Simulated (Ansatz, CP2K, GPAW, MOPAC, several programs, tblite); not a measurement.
# SnSe2 from cheap methods to r2SCAN, part 2 of 2

How much accuracy does each second buy? SnSe2 is computed with 11 methods, from the cheapest up to r2SCAN.

Several programs; a static lattice, no spin polarisation. The steps go on from the part before.

## (5) GFN2-xTB (tight binding, tblite 0.8.0)

File run.py:

```python
import json
from ase import Atoms
from ase.build import make_supercell
from ase.units import Bohr, GPa, Hartree
from tblite.interface import Calculator

atoms = Atoms(['Sn', 'Se', 'Se'],
              cell=[[1.912292, 1.104062, 6.335094], [-1.912292, 1.104062, 6.335094], [-0.0, -2.208124, 6.335094]],
              scaled_positions=[[0.0, 0.0, 0.0], [0.250557, 0.250557, 0.250557], [0.749443, 0.749443, 0.749443]],
              pbc=True)
cluster = make_supercell(atoms, [[3, -3, 0], [0, 3, -3], [1, 1, 1]])
calc = Calculator('GFN2-xTB', cluster.numbers, cluster.positions / Bohr, lattice=cluster.cell[:] / Bohr, periodic=cluster.pbc)
calc.set('temperature', 0.02 / Hartree)
calc.set('max-iter', 150)
res = calc.singlepoint()
levels = res.get('orbital-energies') * Hartree
nv = round(res.get('orbital-occupations').sum() / 2)
cells = len(cluster) // len(atoms)
out = {'energy_per_cell': res.get('energy') * Hartree / cells, 'homo': levels[nv - 1], 'lumo': levels[nv],
       'stress': (-res.get('virial') * Hartree / cluster.get_volume() / GPa).tolist(), 'charges': res.get('charges')[:len(atoms)].tolist(), 'electrons': 2 * nv / cells}
json.dump(out, open('results.json', 'w'))
for key, value in out.items():
    print(key, value)
```

On the command line:

```console
> python run.py
```

The program printed:

```text
------------------------------------------------------------
  cycle        total energy    energy error   density error
------------------------------------------------------------
      1     -204.0127795161  -2.0430621E+02   1.3710274E+00
      2      450.6354267466   6.5464821E+02   4.0750207E+00
      3      3073.797421207   2.6231620E+03   1.0717962E+01
      4     -229.3042695685  -3.3031017E+03   1.3402366E+00
      5     -215.8406888291   1.3463581E+01   1.0863056E+00
      6     -207.6456321077   8.1950567E+00   8.8138512E-01
      7     -205.2570044331   2.3886277E+00   7.3362517E-01
      8     -216.4258692396  -1.1168865E+01   3.0211959E-01
      9     -218.3161082657  -1.8902390E+00   2.6271443E-01
     10     -222.4671001905  -4.1509919E+00   2.0282003E-01
     11     -224.5160109571  -2.0489108E+00   1.8482114E-01
     12     -231.6506037596  -7.1345928E+00   1.7336729E-01
     13     -232.1326144960  -4.8201074E-01   1.7648176E-01
     14     -232.2029685274  -7.0354031E-02   1.6621394E-01
     15     -232.2291902250  -2.6221698E-02   1.1225467E-01
     16     -232.2284076826   7.8254240E-04   1.9789970E-02
     17     -232.2369673268  -8.5596442E-03   2.4622088E-02
     18     -232.2410130690  -4.0457422E-03   2.8173631E-02
     19     -232.2422534238  -1.2403548E-03   2.5487889E-02
     20     -232.2426867595  -4.3333576E-04   2.0041500E-02
     21     -232.2428151125  -1.2835299E-04   1.5037177E-02
     22     -232.2429478684  -1.3275588E-04   7.2933059E-03
     23     -232.2429700561  -2.2187719E-05   2.2644113E-03
     24     -232.2429862398  -1.6183704E-05   8.4318664E-04
     25     -232.2429896102  -3.3703732E-06   7.8948432E-04
     26     -232.2429831598   6.4504001E-06   8.2906342E-04
     27     -232.2429889835  -5.8237387E-06   8.4709409E-04
[... 37 lines of this table left out ...]
     65     -232.2430100124  -4.8828497E-11   4.7254920E-05
     66     -232.2430100114   9.5860742E-10   4.6572120E-05
     67     -232.2430100116  -1.2906298E-10   4.4112357E-05
     68     -232.2430100141  -2.5657130E-09   3.2758674E-05
     69     -232.2430100175  -3.3139997E-09   3.0370172E-05
     70     -232.2430100191  -1.6103456E-09   3.0843592E-05
     71     -232.2430100194  -3.5862513E-10   3.1137343E-05
     72     -232.2430100199  -5.2315841E-10   2.9050378E-05
     73     -232.2430100214  -1.4912871E-09   2.7497162E-05
     74     -232.2430100281  -6.6652319E-09   2.5638393E-05
     75     -232.2430100305  -2.4077451E-09   2.4668595E-05
     76     -232.2430100333  -2.7963267E-09   2.2063063E-05
     77     -232.2430100347  -1.3563977E-09   1.8518252E-05
------------------------------------------------------------

 total:                                  14.990 sec
energy_per_cell -234.06126657460095
homo -9.849053023781748
lumo -9.345261153683623
stress [[-0.00045792434848771857, -1.6323065745507708e-05, -1.6832108997531402e-07], [-1.6323065745621786e-05, -0.00046775301643915213, -6.189200342533699e-06], [-1.683210897021281e-07, -6.189200342661813e-06, 0.6068109770975391]]
charges [0.06539420094799872, -0.03268439933470001, -0.03268104786383857]
electrons 16.0
```

It took 16 s on 1 thread of Arm Neoverse V2, shared host; peak memory 0.16 GiB.

Gap 0.50 eV; pressure 0.2 GPa. The 81 atoms of the cluster fold only a few k-points onto the zone centre, so gap and energy may not be converged in the cluster's size.

Further single points at scaled volumes (the reference cell, shape and fractional coordinates held; logs not shown):

```csv
volume (Å³/atom),"energy (meV/atom, from the lowest)"
23.54,35.1
25.15,10.1
26.75,0.0
28.36,4.8
29.96,20.9
```

A third-order Birch-Murnaghan fit gives V₀ = 27.03 Å³ an atom and B₀ = 23 GPa, with shape and fractional coordinates held. In a layered crystal such scaling stretches the stiff bonds within the layers too, so it hides the weak binding between them.

## (6) PBE/DZVP (small basis, CP2K 2026.2)

A small atomic basis brings errors of its own in gap and pressure, and the grid adds noise to the pressure.

File run.inp:

```
&GLOBAL
 PROJECT run
 RUN_TYPE ENERGY_FORCE
 PRINT_LEVEL LOW
&END GLOBAL
&FORCE_EVAL
 METHOD QS
 STRESS_TENSOR ANALYTICAL
 &DFT
  BASIS_SET_FILE_NAME BASIS_MOLOPT
  POTENTIAL_FILE_NAME GTH_POTENTIALS
  &QS
   EXTRAPOLATION USE_GUESS
  &END QS
  &MGRID
   CUTOFF 350
   REL_CUTOFF 50
  &END MGRID
  &XC
   &XC_FUNCTIONAL PBE
   &END XC_FUNCTIONAL
  &END XC
  &KPOINTS
   SCHEME MONKHORST-PACK 5 5 5
   SYMMETRY F
   FULL_GRID F
  &END KPOINTS
  &SCF
   ADDED_MOS 9
   EPS_SCF 1e-6
   MAX_SCF 80
   &DIAGONALIZATION
   &END DIAGONALIZATION
   &MIXING
    METHOD BROYDEN_MIXING
    ALPHA 0.3
   &END MIXING
   &SMEAR
    METHOD FERMI_DIRAC
    ELECTRONIC_TEMPERATURE [K] 232
   &END SMEAR
   &PRINT
    &ITERATION_INFO
    &END ITERATION_INFO
   &END PRINT
  &END SCF
  &PRINT
   &BAND_STRUCTURE
    FILE_NAME bands.bs
    ADDED_MOS 6
    &KPOINT_SET
     UNITS B_VECTOR
     SPECIAL_POINT 0.00000000 0.00000000 0.00000000
     NPOINTS 0
    &END KPOINT_SET
    &KPOINT_SET
     UNITS B_VECTOR
     SPECIAL_POINT 0.50000000 0.50000000 0.50000000
     NPOINTS 0
    &END KPOINT_SET
    &KPOINT_SET
     UNITS B_VECTOR
     SPECIAL_POINT 0.81308499 0.18691501 0.50000000
     NPOINTS 0
    &END KPOINT_SET
    &KPOINT_SET
     UNITS B_VECTOR
     SPECIAL_POINT 0.50000000 -0.18691501 0.18691501
     NPOINTS 0
    &END KPOINT_SET
    &KPOINT_SET
     UNITS B_VECTOR
     SPECIAL_POINT 0.50000000 0.00000000 0.00000000
     NPOINTS 0
    &END KPOINT_SET
    &KPOINT_SET
     UNITS B_VECTOR
     SPECIAL_POINT 0.34345751 -0.34345751 0.00000000
     NPOINTS 0
    &END KPOINT_SET
    &KPOINT_SET
     UNITS B_VECTOR
     SPECIAL_POINT 0.65654249 0.00000000 0.34345751
     NPOINTS 0
    &END KPOINT_SET
    &KPOINT_SET
     UNITS B_VECTOR
     SPECIAL_POINT 0.50000000 0.00000000 0.50000000
     NPOINTS 0
    &END KPOINT_SET
    &KPOINT_SET
     UNITS B_VECTOR
     SPECIAL_POINT 0.00000000 0.15364600 -0.15364600
     NPOINTS 0
    &END KPOINT_SET
    &KPOINT_SET
     UNITS B_VECTOR
     SPECIAL_POINT 0.00000000 0.50000000 0.50000000
     NPOINTS 0
    &END KPOINT_SET
    &KPOINT_SET
     UNITS B_VECTOR
     SPECIAL_POINT 0.25000000 0.00000000 0.00000000
     NPOINTS 0
    &END KPOINT_SET
    &KPOINT_SET
     UNITS B_VECTOR
     SPECIAL_POINT 0.00000000 0.25000000 0.00000000
     NPOINTS 0
    &END KPOINT_SET
    &KPOINT_SET
     UNITS B_VECTOR
     SPECIAL_POINT 0.00000000 0.00000000 0.25000000
     NPOINTS 0
    &END KPOINT_SET
    &KPOINT_SET
     UNITS B_VECTOR
     SPECIAL_POINT 0.25000000 0.25000000 0.00000000
     NPOINTS 0
    &END KPOINT_SET
    &KPOINT_SET
     UNITS B_VECTOR
     SPECIAL_POINT 0.25000000 0.00000000 0.25000000
     NPOINTS 0
    &END KPOINT_SET
    &KPOINT_SET
     UNITS B_VECTOR
     SPECIAL_POINT 0.00000000 0.25000000 0.25000000
     NPOINTS 0
    &END KPOINT_SET
    &KPOINT_SET
     UNITS B_VECTOR
     SPECIAL_POINT 0.25000000 0.25000000 0.25000000
     NPOINTS 0
    &END KPOINT_SET
   &END BAND_STRUCTURE
  &END PRINT
 &END DFT
 &SUBSYS
  &CELL
   A 6.70889190 0.00000000 0.00000000
   B 5.61873893 3.66592462 0.00000000
   C 5.61873893 1.67087039 3.26300405
  &END CELL
  &COORD
   SCALED
   Sn 0.00000000 0.00000000 0.00000000
   Se 0.25055690 0.25055690 0.25055690
   Se 0.74944310 0.74944310 0.74944310
  &END COORD
  &KIND Sn
   BASIS_SET DZVP-MOLOPT-SR-GTH
   POTENTIAL GTH-PBE
  &END KIND
  &KIND Se
   BASIS_SET DZVP-MOLOPT-SR-GTH
   POTENTIAL GTH-PBE
  &END KIND
 &END SUBSYS
 &PRINT
  &STRESS_TENSOR
  &END STRESS_TENSOR
  &FORCES
  &END FORCES
 &END PRINT
&END FORCE_EVAL
```

On the command line:

```console
> cp2k.psmp -i run.inp
```

The program printed, cut to the lines that bear on the results:

```text
[...]
 CP2K| version string:                                       CP2K version 2026.2
[...]
                             - Atoms:                                          3
[...]
                             - Spherical basis functions:                     39
[...]
 Number of electrons:                                                         16
[...]
  *** SCF run converged in    12 steps ***
[...]
  Overlap energy of the core charge distribution:               0.00000000266635
  Self energy of the core charge distribution:                -47.28550520351638
  Core Hamiltonian energy:                                     10.61449904709163
  Hartree energy:                                              19.51046692439648
  Exchange-correlation energy:                                 -5.22006330690997
  Electronic entropic energy:                                  -0.00000000029345
  Fermi energy:                                                 0.13199955957574
  Total energy:                                               -22.38060253656535
  Total energy (extrapolated to T->0):                        -22.38060253641862
[...]
 ENERGY| Total FORCE_EVAL ( QS ) energy [hartree]            -22.380601695048057
[...]
```

Wall time 13 s (2 threads of Arm Neoverse V2, shared host); peak memory 0.39 GiB.

Gap 0.28 eV; pressure 4.1 GPa.

Further single points at scaled volumes (the reference cell, shape and fractional coordinates held; logs not shown):

```csv
volume (Å³/atom),"energy (meV/atom, from the lowest)"
23.54,215.5
25.15,87.9
26.75,21.7
28.36,0.0
29.96,10.6
```

A third-order Birch-Murnaghan fit gives V₀ = 28.55 Å³ an atom and B₀ = 55 GPa, with shape and fractional coordinates held. In a layered crystal such scaling stretches the stiff bonds within the layers too, so it hides the weak binding between them.

## (7) coarse PBE (low cutoff and mesh, Ansatz 0.2.0)

File input.yaml:

```yaml
crystal:
  lattice:
    - [1.9122916099, 1.1040620758, 6.3350941756]
    - [-1.9122916099, 1.1040620758, 6.3350941756]
    - [0.0, -2.2081241515, 6.3350941756]
  atoms:
    - { symbol: Sn, position: [0.0, 0.0, 0.0] }
    - { symbol: Se, position: [0.2505568959, 0.2505568959, 0.2505568959] }
    - { symbol: Se, position: [0.7494431041, 0.7494431041, 0.7494431041] }
kpoints:
  mp_grid: { grid: [4, 4, 4] }
  band_path:
    path:
      - [0.0, 0.0, 0.0]
      - [0.5, 0.5, 0.5]
      - [0.8130849863, 0.1869150137, 0.5]
      - [0.5, -0.1869150137, 0.1869150137]
      - [0.5, 0.0, 0.0]
      - [0.3434575068, -0.3434575068, 0.0]
      - [0.6565424932, 0.0, 0.3434575068]
      - [0.5, 0.0, 0.5]
      - [0.0, 0.153646, -0.153646]
      - [0.0, 0.5, 0.5]
    npoints: 1
hamiltonian:
  xc: pbe
scf:
  occupations: { method: fermi_dirac, width: 0.02 }
  n_extra_bands: 4
output:
  forces: true
  stress: true
  eigenvalues: true
basis:
  ecutwfc: 260
```

On the command line:

```console
> ansatz run input.yaml --threads 2 --pin off --max-ram 2764MiB --backend cpu --events-out ev --progress --plain --runs-dir out
```

The program printed:

```text
Warning: basis.ecutwfc = 260 eV is below the records' recommended 420 eV, and the density's cutoff is lower with it unless basis.ecutrho_ratio is high enough to keep the records' density cutoff: compare with a run at a higher cutoff
Warning: RAYON_NUM_THREADS=2 ignored (pool sized by the plan → 2); use --threads N
basis.fft_grid_basis auto: the FFT boxes are laid along the combinations [[1, 0, -1], [0, 1, -1], [0, 0, 1]] of the cell's own vectors, 3.825, 3.825 and 6.709 Å long. The dense box has 24×24×36 points. Along the cell's own vectors, as sized, it would have 36×36×36, 2.25 times as many. Of the 12 symmetry operations that the crystal satisfies within crystal.symmetry.tolerance (time reversal apart; of a slab, those that keep its plane) the dense box along the cell's own vectors carries 12, and the one as laid loses 8 of those. basis.fft_grid_basis: typed keeps the cell's own vectors: state it where this run's energies or levels are differenced outside the engine with another run's, or held beside a run that keeps those vectors.
scf.n_extra_bands = 4 over 23 filled bands (N_el = 46.0): the run solves 27 bands
Engine: ansatz 0.2.0, aarch64-unknown-linux-gnu
Pseudopotentials: kind: paw
Pseudopotential: Sn, paw, valence charge 14, recommended cutoff 420 eV (normal), Sn.paw.azcp
Pseudopotential: Se, paw, valence charge 16, recommended cutoff 420 eV (normal), Se.paw.azcp
Functional definition: PBE
  parameter kappa = 0.804
  parameter beta = 0.06672455060314922
  exchange = pbe_x(kappa = kappa, mu = beta*pi^2/3)
  correlation = pbe_c(beta = beta)
Crystal: 3 atoms, lattice volume = 80.251 Å³
Basis set: ecut = 260 eV, 749 PW (Γ), FFT grids on a1−a3, a2−a3, a3, exchange–correlation on 48×48×72 points (8 copies of the dense FFT grid, shifted against one another)
Bands: 27, of which v1, the nominal top of the filled ones, is band 23 counted from 1 (22 counted from 0)
Symmetry: 12 space group operations
Space group: R-3m (ITA 166), of the structure as read, at distance tolerance 4.3e-5 Å
k-points: 13 of 64
Non-local potential: Sn, projectors of the file, l = 0: 2, l = 1: 2, l = 2: 2, l = 3: 2
Non-local potential: Se, projectors of the file, l = 0: 2, l = 1: 2, l = 2: 3, l = 3: 1
PAW form: soft (Blöchl's): semilocal exchange-correlation on the pseudo side does not see the compensation charge
PAW one-centre angular grid: Sn, 590 points (default); XC on 64 Gauss nodes
PAW one-centre angular grid: Se, 590 points (default); XC on 64 Gauss nodes
Initial density: superposition of atomic densities (neutral atoms: chi_scale 0, normalization atom), corrected by the library's trained network
Initial wavefunctions: pseudopotential atomic-orbital guess
Functional: x = pbe(κ = 0.804, μ = 0.2195149727645171), c = pbe(β = 0.06672455060314922)
SCF iter   1: F=—  HF=-16962.449306 eV  |F-HF|=—  |Δ(HF+E_count)|=         —  Δρ=4.52e-3  dr2=1.32e-2  ethr=1.77e-3  ⟨swp⟩=6.2  Hψ=1438  notcnv=0
preconditioner: auto → Resta (q_TF=auto, 2.487 Å⁻¹)  ε∞=2.8  [insulator: Δε(μ)=0.433 eV  Ē_g=15.610 eV  σ=0.020 eV  W_gap=1.00  n_scr=22 (ndim 8)  ℏωp=21.1 eV  f_vac=0.099  D(μ)=0.00/eV (n_scr^D=0)  ε∞_Penn≈2.8]
SCF iter   2: F=—  HF=-16962.398341 eV  |F-HF|=—  |Δ(HF+E_count)|=   5.10e-2  Δρ=2.36e-3  dr2=4.78e-3  ethr=2.87e-5  ⟨swp⟩=2.9  Hψ=825  notcnv=0
SCF iter   3: F=—  HF=-16962.394987 eV  |F-HF|=—  |Δ(HF+E_count)|=   3.35e-3  Δρ=9.77e-4  dr2=6.98e-4  ethr=1.04e-5  ⟨swp⟩=2.0  Hψ=702  notcnv=0
SCF iter   4: F=—  HF=-16962.394753 eV  |F-HF|=—  |Δ(HF+E_count)|=   2.35e-4  Δρ=2.04e-4  dr2=4.66e-5  ethr=1.52e-6  ⟨swp⟩=2.8  Hψ=612  notcnv=0
SCF iter   5: F=—  HF=-16962.394767 eV  |F-HF|=—  |Δ(HF+E_count)|=   1.45e-5  Δρ=7.73e-5  dr2=4.74e-6  ethr=1.01e-7  ⟨swp⟩=2.8  Hψ=648  notcnv=0
SCF iter   6: F=—  HF=-16962.394772 eV  |F-HF|=—  |Δ(HF+E_count)|=   4.57e-6  Δρ=1.74e-5  dr2=4.12e-7  ethr=1.03e-8  ⟨swp⟩=2.0  Hψ=441  notcnv=0
SCF iter   7: F=-16962.394773 eV  HF=-16962.394773 eV  |F-HF|=6.65e-8  |Δ(HF+E_count)|=   8.25e-7  Δρ=5.52e-6  dr2=4.05e-8  ethr=2.17e-10  ⟨swp⟩=5.9  Hψ=1351  notcnv=0
SCF 1 converged in 7 iterations: F = -16962.394773 eV  dr2 = 4.05e-8
NSCF: frozen V_eff on 10 k-points
SCF converged after 7 iterations
Free energy (F): -16962.394773 eV
Harris-Foulkes:  -16962.394773 eV  (|F-HF|=6.65e-8)
Internal energy: -16962.394770 eV  (E = F + TS)
E sigma→0 (E₀):  -16962.394772 eV
Entropy (-TS):   -0.000002 eV (-0.001 meV/atom)
Fermi energy:    7.684018 eV
--- Per-component energies (eV) ---
  E_band       = -893.074422
  E_kinetic    = 428.734566
  E_local      = -6244.502604  (includes V_loc(G=0)·N_el)
  E_nonlocal   = -1209.459355
  E_hartree    = 3190.503402
  E_xc         = -590.554902
  E_vxc        = -292.109803  (∫ρ·V_xc dr)
  E_paw        = -7977.505403  (= ΣΔE_a)
  E_vpaw       = 43.271141  (= ΣTr[D̂ρ^β])
  E_aug_tail   = -0.015477  (compensation charges beyond the density's cutoff)
  E_ewald      = -4559.594997
  E_smearing   = -0.000002  (= −TS)
  E_closure    = 0.000000  (closes the sum)
  Σ components = -16962.394773   (vs F -16962.394773, Δ=0.00e0)
--- Forces (eV/Å), atoms counted from 1 ---
  atom   1  Sn    -0.00000000     0.00000000     0.00000000
  atom   2  Se     0.00000000    -0.00000000    -0.22519464
  atom   3  Se     0.00000000     0.00000000     0.22519464
  max |Σ_I F_I| component: 2.63e-31 eV/Å
--- Stress (GPa, compression-positive) ---
        3.944357       0.000000       0.000000
        0.000000       3.944357      -0.000000
        0.000000      -0.000000       2.803157
  P = ⅓ Tr σ = 3.5640 GPa (35.640 kbar)
--- Band table (eV; the first three rows and the last of 13) ---
[... 4 lines left out ...]
```

Run time: 0.74 s. Hardware: 2 threads of Arm Neoverse V2, shared host; peak memory 0.29 GiB.

Gap 0.29 eV; pressure 3.6 GPa.

Further single points at scaled volumes (the reference cell, shape and fractional coordinates held; logs not shown):

```csv
volume (Å³/atom),"energy (meV/atom, from the lowest)"
24.61,109.2
25.68,53.2
26.75,21.1
27.82,6.1
28.89,0.0
29.96,20.7
```

No fit is made from these points.

## (8) r2SCAN (plane waves, Ansatz 0.2.0)

input.yaml: that of step 7 with these lines changed.

```diff
@@ -10,3 +10,3 @@
 kpoints:
-  mp_grid: { grid: [4, 4, 4] }
+  mp_grid: { grid: [8, 8, 8] }
   band_path:
@@ -25,5 +25,5 @@
 hamiltonian:
-  xc: pbe
+  xc: r2scan
 scf:
-  occupations: { method: fermi_dirac, width: 0.02 }
+  occupations: { method: fixed }
   n_extra_bands: 4
@@ -33,3 +33 @@
   eigenvalues: true
-basis:
-  ecutwfc: 260
```

On the command line:

```console
> ansatz run input.yaml --threads 2 --pin off --max-ram 2764MiB --backend cpu --events-out ev --progress --plain --runs-dir out
```

The program printed, cut to the lines that bear on the results:

```text
Warning: RAYON_NUM_THREADS=2 ignored (pool sized by the plan → 2); use --threads N
[...]
scf.n_extra_bands = 4 over 23 filled bands (N_el = 46.0): the run solves 27 bands
[...]
[... 1 set-up line as earlier in the session ...]
Pseudopotential: Sn, paw, valence charge 14, recommended cutoff 500 eV (meta_gga), Sn.paw.azcp
Pseudopotential: Se, paw, valence charge 16, recommended cutoff 500 eV (meta_gga), Se.paw.azcp
Functional definition: r2SCAN
[...]
Crystal: 3 atoms, lattice volume = 80.251 Å³
[...]
Fermi energy:    7.263366 eV
[...]
--- Forces (eV/Å), atoms counted from 1 ---
  atom   1  Sn     0.00000000     0.00000000     0.00000000
  atom   2  Se     0.00000000     0.00000000     0.02749860
  atom   3  Se     0.00000000    -0.00000000    -0.02749860
[...]
--- Stress (GPa, compression-positive) ---
        0.914057       0.000000       0.000000
        0.000000       0.914057      -0.000000
        0.000000      -0.000000       0.879355
  P = ⅓ Tr σ = 0.9025 GPa (9.025 kbar)
--- Band table (eV; the first three rows and the last of 65) ---
[... band rows left out ...]
[...]
```

It took 8.2 s on 2 threads of Arm Neoverse V2, shared host; peak memory 0.62 GiB.

Gap 0.58 eV; pressure 0.9 GPa.

## (9) The ladder

Run the same way but not shown above: PBE/single-zeta, PBE/SZV, GLLB-SC, PBE.

Gap and time are those of the single point on the reference cell; the volume comes from each method's relaxation, or else from its energy curve; the modulus is at fixed shape. Times are rough (shared host). GLLB-SC's gap includes its derivative discontinuity.

```csv
method,kind,gap (eV),volume (Å³/atom),B₀ (GPa),atoms computed,CPU time
PM6,semi-empirical,4.15,–,–,81,2.9 s
PM7,semi-empirical,4.31,25.47,86,81,2.6 s
GFN1-xTB (tblite),tight binding,1.38,24.52,66,81,3.3 s
GFN2-xTB (tblite),tight binding,0.50,27.03,23,81,16 s
PBE/DZVP,small basis,0.28,28.55,55,3,24 s
PBE/single-zeta,small basis,0.64,–,–,3,5.9 s
PBE/SZV,small basis,0.80,–,–,3,11 s
coarse PBE,low cutoff and mesh,0.29,–,–,3,1.3 s
GLLB-SC,model potential,0.91,–,–,3,64 s
PBE,plane waves,0.30,–,–,3,6.9 s
r2SCAN,plane waves,0.58,–,–,3,16 s
```

## (10) What came out

What follows sums up all 2 parts.

```
                                      quantity                                                                   value
                                        r2SCAN                                                             gap 0.58 eV
gap: nearest and farthest of the other methods  GFN2-xTB (tblite), PBE/single-zeta (about 0.07 eV off); PM7 (+3.73 eV)
```

What this shows: For the gap (full PBE left aside), GFN2-xTB (tblite), PBE/single-zeta tie for nearest to r2SCAN; PM7 is farthest. A minimal basis or a coarse cutoff and mesh shifts results by its own error, so closeness to r2SCAN can be chance. Cluster runs see only the k-points that fold onto the zone centre, so their gaps can miss the band edges. GLLB-SC is compared with its derivative discontinuity added. No r2SCAN modulus is at hand, so moduli aren't ranked. CPU times run from 1.3 s (coarse PBE) to 64 s (GLLB-SC). On this cell PBE/DZVP, GLLB-SC cost more than r2SCAN itself (16 s), so they are no saving here. r2SCAN is a yardstick, not the truth: it usually gives gaps below the measured ones. Spin-orbit coupling is left out throughout.
